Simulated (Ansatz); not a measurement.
The system is Hg.

```
CELL_PARAMETERS angstrom
-1.87674 1.87674 1.91684
1.87674 -1.87674 1.91684
1.87674 1.87674 -1.91684
ATOMIC_POSITIONS crystal
Hg 0.50000 0.50000 0.00000
```

Base run:

```yaml
Program: Ansatz 0.2.0
Functional: PBEsol
Potentials_or_basis: all-electron LAPW, scalar-relativistic
Cutoff: 185 eV (chosen from the basis error)
Basis_error_allowed: 0.001 eV/atom
k_mesh: 10 × 10 × 10
Occupations: gaussian, width 0.1 eV
Spin: no spin polarisation
```

Its results: band gap on the k mesh none (metal or under the smearing width); pressure -2.4 GPa.

Question: The run is repeated on the same cell with these changes: functional from PBEsol to PBE; occupations from gaussian, width 0.1 eV to gaussian, width 0.05 eV. What comes out?

Answer: Band gap on the k mesh none (metal or under the smearing width); pressure 1.5 GPa.
